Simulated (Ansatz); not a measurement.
Cd in Ansatz: the effect of functional

Crystal: Cd.

```xyz
2
Lattice="3.0373 0.0000 0.0000 -1.5186 2.6304 0.0000 0.0000 0.0000 5.7278" Properties=species:S:1:pos:R:3 pbc="T T T"
Cd    1.5186    0.8768    4.2959
Cd    0.0000    1.7536    1.4320
```

The cell isn't the ideal one: volume scaled by 1.06.

Alike in all runs:

- Program: Ansatz 0.2.0
- Task: single point
- Potentials or basis: Ansatz PAW
- k mesh: 10 × 10 × 5
- Occupations: fermi-dirac, width 0.05 eV
- Spin: no spin polarisation

```tsv
functional	cutoff	pressure (GPa)
LDA	420 eV (not typed: the program's choice for these potentials)	-6.7
r2SCAN	500 eV (not typed: the program's choice for these potentials)	?
PBE	420 eV (not typed: the program's choice for these potentials)	-0.2
```

Problem. What does the run with functional r2SCAN give?

Solution. Pressure -2.5 GPa.

Caveats: the PAW data sets come from PBE, with cores solved anew for the run's functional, which leaves a small shift of forces and pressure (some runs).
